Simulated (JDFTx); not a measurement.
Al:

```
Al
1.0
     0.00000    2.02481    2.02481
     2.02481    0.00000    2.02481
     2.02481    2.02481    0.00000
Al
1
Cartesian
  0.0000 0.0000 0.0000
```

- Program: JDFTx 1.7.0 (patched build)
- Task: single point
- Functional: PBEsol
- Potentials or basis: PseudoDojo-SR-PBEsol-0.4.1-standard with smoothed tails
- Cutoff: 544 eV
- Density cutoff: 2177 eV
- k mesh: 11 × 11 × 11
- Occupations: fermi-dirac, width 0.05 eV
- Spin: no spin polarisation

On this cell: pressure -2.1 GPa; band gap on the k mesh none (metal or under the smearing width).

The same run follows on a disturbed copy (cell strained at random at fixed volume):

```
Al
1.0
     0.04789    1.96914    2.02685
     2.04326   -0.00835    2.08310
     2.04058    2.02271   -0.00568
Al
1
Direct
  0.00598 0.98688 0.02117
```

Problem. What changes?

Solution. The energy (extrapolated to zero smearing) moves by +4.7 meV/atom; pressure -1.9 GPa; band gap on the k mesh none (metal or under the smearing width).

Stress tensor (GPa, compression positive):
```
-0.98 -0.73 -1.16
-0.73 -1.07  1.52
-1.16  1.52 -3.54
```

Caveats: the empty levels aren't tightly converged.
